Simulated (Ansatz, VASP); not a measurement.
# SnO: VASP beside Ansatz

```xyz
4
Lattice="3.3669 0.0000 0.0000 -1.6835 2.9159 0.0000 0.0000 0.0000 8.8597" Properties=species:S:1:pos:R:3 pbc="T T T"
Sn    0.0000    1.9439    3.3467
Sn    1.6835    0.9720    7.7766
O     0.0000    1.9439    8.8189
O     1.6835    0.9720    4.3890
```

Alike in both runs: task relaxation of cell and atoms; functional PBE; k mesh 9 × 9 × 4; occupations gaussian, width 0.02 eV; no spin polarisation.

|  | VASP | Ansatz |
| --- | --- | --- |
| version | VASP 6.6.1 | Ansatz 0.2.0 |
| potentials or method | VASP PAW PBE potentials, release 64 (Sn_d, O) | scalar-relativistic, plane waves, PAW |
| plane-wave cutoff (eV) | 600 | 420 |
| valence electrons in the cell | 40 | 40 |

Ansatz gave:

```
gap on the k mesh at the Fermi level, each at its own relaxed structure (eV) : 1.49
relaxed volume (Å³/atom)                                                     : 22.53
relaxed cell length with the largest relative difference (Å)                 : 9.216
energy change over the relaxation (meV/atom)                                 : -1
```

Q: Which values does VASP return?

A: gap on the k mesh at the Fermi level, each at its own relaxed structure (eV): 1.44; relaxed volume (Å³/atom): 22.07; relaxed cell length with the largest relative difference (Å): 9.007; energy change over the relaxation (meV/atom): 0.

Caveats: spin-orbit coupling is left out, which moves the levels of the heavy elements; an odd mesh through Γ misses points on the zone boundary, where band edges often lie. As with any semilocal functional, this PBE gap is likely too small.
